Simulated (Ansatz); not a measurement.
# Na₄H and its competing phases

These are results of Ansatz, DFT PBE, scalar-relativistic, plane waves, PAW, not measurements. All cells share a 420 eV cutoff and Γ-centred k meshes spaced at most about 0.3 Å⁻¹ (about 0.25 or finer for metals, 2π included). No spin polarisation.

The zero of energy is the elements' standard structures at the same level (H₂ as a molecule); no fitted shifts are applied.

Temperature and zero-point effects are left out. With hydrogen, zero-point motion can shift formation energies by some tens of meV/atom.

The competitors are the elements and 1 reference phase of this chemical system (from databases or known types: NaH), relaxed at the same level; other known phases may be missing.

The candidate was reached from: random cell.

Space group Pm-3m (No. 221). a = 5.146 Å, b = 5.146 Å, c = 5.146 Å, α = 90.00°, β = 90.00°, γ = 90.00°
```
atom  site  symmetry       x       y       z
  Na    3d    4/mm.m  0.5000  0.0000  0.0000
  Na    1b      m-3m  0.5000  0.5000  0.5000
   H    1a      m-3m  0.0000  0.0000  0.0000
```

Task: Is it stable, and against what?

Result: Not stable. Its formation energy is 0.044 eV/atom. The lowest competing mixture at this composition is this:

```csv
phase,space group,source,share of atoms,ΔE_f (eV/atom)
Na,-,element,0.6000,-0.0014
NaH,Fm-3m (No. 225),COD,0.4000,-0.196
```

The lowest database cell of Na (-0.0014) lies slightly below the reference, hence the non-zero entry.

The mixture lies at -0.079 eV/atom, and the candidate lies 123 meV/atom above it. The candidate matches no cell in the subsets of the Crystallography Open Database and the Materials Project at hand. It is metastable at best. Whether it is a true minimum wasn't tested by phonons.
